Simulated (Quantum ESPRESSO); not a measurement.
Li in Quantum ESPRESSO: convergence with k mesh

Input of the first run (k mesh 2 × 2 × 2); the others differ in this setting and in those tied to it:

pw.in

```
&CONTROL
  calculation = 'scf'
  prefix = 'pwscf'
  outdir = './tmp'
  pseudo_dir = './pseudo'
  tprnfor = .true.
  tstress = .true.
  disk_io = 'nowf'
/
&SYSTEM
  ibrav = 0
  nat = 1
  ntyp = 1
  ecutwfc = 36
  ecutrho = 216
  nbnd = 6
  occupations = 'smearing'
  smearing = 'mp'
  degauss = 0.00999582
/
&ELECTRONS
  conv_thr = 2d-10
  electron_maxstep = 120
  mixing_beta = 0.5
/
ATOMIC_SPECIES
Li     6.9400 Li.LDA_PW-JTH.UPF
CELL_PARAMETERS angstrom
  -1.7546500000    1.7546500000    1.7546500000
   1.7546500000   -1.7546500000    1.7546500000
   1.7546500000    1.7546500000   -1.7546500000
ATOMIC_POSITIONS crystal
Li     0.0000000000    0.0000000000    0.0000000000
K_POINTS automatic
2 2 2 0 0 0
```

Potentials or basis: JTH 2.0 LDA.

Run with:

```sh
$ OMP_NUM_THREADS=1 pw.x -in pw.in > pw.out
```

Hardware: 1 thread of Arm Neoverse V1 (shared host).

```csv
k mesh,"energy less the tightest run, at zero smearing (meV/atom)",pressure (GPa),SCF cycles,CPU time (s),peak memory (GiB)
2 × 2 × 2,638.88,-2.05,6,0.53,0.05
3 × 3 × 3,-159.19,-2.50,7,0.6,0.05
5 × 5 × 5,1.80,-1.95,7,0.86,0.05
7 × 7 × 7,-2.42,-1.91,7,1.3,0.05
8 × 8 × 8,11.15,-1.87,7,1.7,0.05
10 × 10 × 10,6.88,-1.88,7,2.5,0.05
11 × 11 × 11,-4.30,-1.94,7,2.9,0.05
13 × 13 × 13,-2.19,-1.95,7,4.1,0.05
15 × 15 × 15,0.00,-1.93,7,5.7,0.05
```

Against the tightest run, the pressure stays within 0.1 GPa from 5 × 5 × 5 on. Not settled before the last step: the energy (to 1 meV/atom). Meshes of other sizes hit other points, so gaps and Fermi surfaces needn't settle smoothly. The tightest run that finished is the yardstick and may itself not be fully converged.

Caveat, for the tightest run too: the cutoff is low for these files, which shifts pressure and relaxed volume.
